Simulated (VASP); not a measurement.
# I (C2/m) in VASP: further runs, part 2 of 2

VASP 6.6.1. The steps go on from the part before.

## (3) Single point, LDA

INCAR reads:

```
SYSTEM = I
PREC = Accurate
ENCUT = 520
EDIFF = 1E-7
ISMEAR = -1
SIGMA = 0.05
LREAL = .False.
LASPH = .True.
NELM = 100
ALGO = Fast
ISIF = 2
LWAVE = .False.
LCHARG = .False.
GGA = CA
NBANDS = 10
```

KPOINTS reads:

```
Automatic mesh
0
Gamma
  7 7 11
  0 0 0
```

POSCAR reads:

```
I
1.0
    2.5383465792     -3.7066249365      0.0000000000
    2.5383465792      3.7066249365      0.0000000000
   -1.6208748370      0.0000000000      2.3810977968
I
1
Direct
    0.5000000000      0.5000000000      0.5000000000
```

Potentials or basis: VASP PAW LDA potentials, release 64 (I).

Command:

```sh
> cat potpaw_LDA.64/I/POTCAR > POTCAR
> mpirun -np 1 vasp_std > vasp.out
```

OUTCAR:

```text
SYSTEM = I
   PREC = Accurate
   ENCUT = 520
   EDIFF = 1E-7
   ISMEAR = -1
   LREAL = .False.
   LASPH = .True.
   NELM = 100
   ISIF = 2
   GGA = CA

 ion  position               nearest neighbor table
   1  0.500  0.500  0.500-

  LATTYP: Found a base centered monoclinic cell.
 ALAT       =     5.0766931584
 B/A-ratio  =     1.4602517114
 C/A-ratio  =     0.5673826054
 COS(beta)  =    -0.5627202553

  Lattice vectors:

 A1 = (   2.5383465792,  -3.7066249365,   0.0000000000)
 A2 = (   2.5383465792,   3.7066249365,   0.0000000000)
 A3 = (  -1.6208748370,   0.0000000000,   2.3810977968)

Analysis of symmetry for initial positions (statically):
=====================================================================
 Subroutine PRICEL returns:
 Original cell was already a primitive cell.

 Routine SETGRP: Setting up the symmetry group for a
 base centered monoclinic supercell.

 Subroutine GETGRP returns: Found  4 space group operations
 (whereof  4 operations were pure point group operations)
 out of a pool of  4 trial point group operations.
[... 167 lines left out ...]
 fundamental gap:      0.0587010447
 Fermi energy:         2.0048023905

 k-point     1 :       0.0000    0.0000    0.0000
  band No.  band energies     occupation
      1     -11.6481      2.00000
      2       0.4509      2.00000
      3       0.4636      2.00000
      4       5.8613      0.00000
      5       6.0278      0.00000
      6       9.7109      0.00000
      7      10.0137      0.00000
      8      12.4095      0.00000
      9      12.6885      0.00000
     10      17.6486      0.00000
[... 287 lines left out ...]
 k-point    24 :       0.1429    0.1429    0.0909
  band No.  band energies     occupation
      1     -11.3039      2.00000
      2      -0.9924      2.00000
      3       0.0342      2.00000
      4       4.6553      0.00000
      5       8.5572      0.00000
      6       8.5819      0.00000
      7      12.9239      0.00000
      8      14.1373      0.00000
      9      15.4183      0.00000
     10      15.8112      0.00000

 [... further k-points ...]

------------------------ aborting loop because EDIFF is reached ----------------------------------------

  FORCE on cell =-STRESS in cart. coord.  units (eV):
  Direction    XX          YY          ZZ          XY          YZ          ZX
  --------------------------------------------------------------------------------------
  -------------------------------------------------------------------------------------
  Total       -0.3963610     -0.2851058     -0.4087363      0.0000000      0.0000000     -0.0136997
  in kB      -14.1730963    -10.1948277    -14.6156112      0.0000000      0.0000000     -0.4898727
  external PRESSURE =     -12.9945117 kB  Pullay stress =       0.0000000 kB

 VOLUME and BASIS-vectors are now :
 -----------------------------------------------------------------------------
  energy-cutoff  :      520.00
  volume of cell :       44.81
      direct lattice vectors                 reciprocal lattice vectors
     2.538346579 -3.706624936  0.000000000     0.196978618 -0.134893605  0.134088438
     2.538346579  3.706624936  0.000000000     0.196978618  0.134893605  0.134088438
    -1.620874837  0.000000000  2.381097797     0.000000000  0.000000000  0.419974350

 POSITION                                       TOTAL-FORCE (eV/Angst)
 -----------------------------------------------------------------------------------
      1.72791      0.00000      1.19055        -0.000000     -0.000000      0.000000
 -----------------------------------------------------------------------------------
    total drift:                                0.000000      0.000000      0.000000

  FREE ENERGIE OF THE ION-ELECTRON SYSTEM (eV)
  ---------------------------------------------------
  free  energy   TOTEN  =        -1.8566738730 eV

  energy  without entropy=       -1.8501616007  energy(sigma->0) =       -1.85341774
```

OSZICAR:

```text
N       E                     dE             d eps       ncg     rms          rms(c)
DAV:   1     0.287696030210E+02    0.28770E+02   -0.25702E+03  3120   0.503E+02
DAV:   2    -0.463514731845E+00   -0.29233E+02   -0.28336E+02  3900   0.844E+01
DAV:   3    -0.192203831024E+01   -0.14585E+01   -0.14509E+01  3892   0.233E+01
DAV:   4    -0.194199760349E+01   -0.19959E-01   -0.19958E-01  4016   0.306E+00
DAV:   5    -0.194236799794E+01   -0.37039E-03   -0.37039E-03  3906   0.375E-01    0.411E+00
RMM:   6    -0.187777702273E+01    0.64591E-01   -0.32566E-02  3187   0.862E-01    0.251E+00
RMM:   7    -0.185773874917E+01    0.20038E-01   -0.74653E-02  3525   0.137E+00    0.534E-01
RMM:   8    -0.186417822496E+01   -0.64395E-02   -0.15143E-02  3581   0.776E-01    0.103E+00
RMM:   9    -0.185673057840E+01    0.74476E-02   -0.72706E-03  3284   0.455E-01    0.143E-01
RMM:  10    -0.185670396486E+01    0.26614E-04   -0.56929E-04  3509   0.165E-01    0.865E-02
RMM:  11    -0.185671241895E+01   -0.84541E-05   -0.64654E-05  3839   0.640E-02    0.831E-02
RMM:  12    -0.185668402115E+01    0.28398E-04   -0.37286E-05  3756   0.400E-02    0.337E-02
RMM:  13    -0.185667651551E+01    0.75056E-05   -0.15621E-05  3784   0.257E-02    0.212E-02
RMM:  14    -0.185667407327E+01    0.24422E-05   -0.70711E-06  3758   0.175E-02    0.676E-03
RMM:  15    -0.185667383572E+01    0.23754E-06   -0.32283E-06  3677   0.117E-02    0.121E-03
RMM:  16    -0.185667387300E+01   -0.37276E-07   -0.63649E-07  3658   0.636E-03
   1 F= -.18566739E+01 E0= -.18534177E+01  d E =-.651227E-02
```

stdout:

```text
POSCAR found type information on POSCAR I
 POSCAR found :  1 types and       1 ions
 scaLAPACK will be used
 LDA part: xc-table for (Slater(with rela. corr.)+CA(PZ))
 , standard interpolation
 POSCAR, INCAR and KPOINTS ok, starting setup
 FFT: planning ... GRIDC
 FFT: planning ... GRID_SOFT
 FFT: planning ... GRID
 WAVECAR not read
 entering main loop
```

Wall time 29 s (1 thread of Intel Xeon 6975P-C (Granite Rapids), shared host); peak memory 0.19 GiB.

Results:

```
Free energy            : -1.8567 eV
Pressure               : -1.3 GPa
Band gap on the k mesh : none (metal or under the smearing width)
```

Caveat: an odd number of electrons without spin polarisation forces a metal; a magnetic or distorted state may lie lower.

## (4) Single point, PBE (volume scaled by 1.04)

INCAR reads:

```
PREC     = Accurate       # precision mode
ENCUT    = 520            # plane-wave cutoff, eV
EDIFF    = 1E-7           # SCF threshold, eV
ISMEAR   = -1             # smearing method
SIGMA    = 0.05           # smearing width, eV
LREAL    = F              # projectors in reciprocal space
LASPH    = T              # aspherical terms in the spheres
NELM     = 100            # most SCF steps
ALGO     = Normal         # electronic algorithm
ISIF     = 2              # what is computed and relaxed
LWAVE    = F              # write WAVECAR
LCHARG   = F              # write CHGCAR
GGA      = PE             # functional
NBANDS   = 10             # bands
```

KPOINTS reads:

```
Automatic mesh
0
Gamma
  7 7 11
```

POSCAR reads:

```
I
1.0
    2.5717497069     -3.7554019108      0.0000000000
    2.5717497069      3.7554019108      0.0000000000
   -1.6422045835      0.0000000000      2.4124316242
I
1
Direct
    0.5000000000      0.5000000000      0.5000000000
```

Potentials or basis: VASP PAW PBE potentials, release 64 (I).

Command:

```sh
> cat potpaw_PBE.64/I/POTCAR > POTCAR
> mpirun -np 1 vasp_std > vasp.out
```

Wall time 39 s (1 thread of Intel Xeon Platinum 8375C at 2.90GHz (Ice Lake), shared host); peak memory 0.22 GiB.

The run converged. Its results:

* Free energy: -1.4018 eV
* Pressure: 0.2 GPa
* Band gap on the k mesh: none (metal or under the smearing width)

Stress tensor (GPa, compression positive):
```
 0.13  0.00  0.21
 0.00  0.62  0.00
 0.21  0.00 -0.09
```

Levels at points of the mesh, in eV from the Fermi level:
```
           k point  band 1  band 2  band 3  band 4  band 5  band 6  band 7  band 8
(0.00, 0.00, 0.00)  -13.39   -1.49   -1.47    3.70    4.42    7.90    8.20   10.48
```

Caveat: an odd number of electrons without spin polarisation forces a metal; a magnetic or distorted state may lie lower. Spin-orbit coupling is left out, which matters for the levels of I.

## (5) Single point, PBE (volume scaled by 0.98)

INCAR reads:

```
SYSTEM = I
ALGO = Normal
EDIFF = 1E-6
ENCUT = 520
GGA = PE
ISIF = 2
ISMEAR = -1
LASPH = .TRUE.
LCHARG = .FALSE.
LREAL = .FALSE.
LWAVE = .FALSE.
NBANDS = 10
NELM = 100
PREC = Accurate
SIGMA = 0.05
```

KPOINTS reads:

```
k-points
0
G
  7 7 11
  0 0 0
```

POSCAR reads:

```
I
1.0
    2.5213101828     -3.6817475095      0.0000000000
    2.5213101828      3.6817475095      0.0000000000
   -1.6099961546      0.0000000000      2.3651167932
I
1
Direct
    0.5000000000      0.5000000000      0.5000000000
```

Command:

```sh
> cat potpaw_PBE.64/I/POTCAR > POTCAR
> mpirun -np 1 vasp_std > vasp.out
```

Run time: 39 s. Hardware: 1 thread of Intel Xeon Platinum 8375C at 2.90GHz (Ice Lake), shared host; peak memory 0.21 GiB.

The run converged. Its results:

```yaml
Free_energy: -1.3873 eV
Pressure: 1.6 GPa
Band_gap_on_the_k_mesh: none (metal or under the smearing width)
```

Stress tensor (GPa, compression positive):
```
 1.49  0.00 -1.19
 0.00  0.90  0.00
-1.19  0.00  2.36
```

Levels at points of the mesh, in eV from the Fermi level:
```tsv
k point	band 1	band 2	band 3	band 4	band 5	band 6	band 7
(0.00, 0.00, 0.00)	-13.74	-1.65	-1.62	4.05	4.27	7.78	8.08
```

Caveat: an odd number of electrons without spin polarisation forces a metal; a magnetic or distorted state may lie lower.

## (6) Summary

```csv
level,potentials or basis,spin,cell,k mesh,smearing,gap on the mesh (eV),pressure (GPa)
BLYP,"VASP PAW PBE potentials, release 64 (I)","collinear, typed start",cell strained at random at fixed volume,6 × 6 × 8,tetrahedron,none,3.6
LDA,"VASP PAW LDA potentials, release 64 (I)",off,as given,7 × 7 × 11,fermi-dirac 0.05 eV,none,-1.3
PBE,"VASP PAW PBE potentials, release 64 (I)",off,volume scaled by 1.04,7 × 7 × 11,fermi-dirac 0.05 eV,none,0.2
PBE,"VASP PAW PBE potentials, release 64 (I)",off,volume scaled by 0.98,7 × 7 × 11,fermi-dirac 0.05 eV,none,1.6
```

Alike in all rows: task single point; cutoff (eV) 520.

Caveats: an odd number of electrons without spin polarisation forces a metal (some runs); a magnetic or distorted state may lie lower (some runs); the PAW data sets were made with another functional, which shifts forces and pressure a little (some runs).

Total energies depend on the potentials used, so only differences within one code and one set of settings carry meaning.
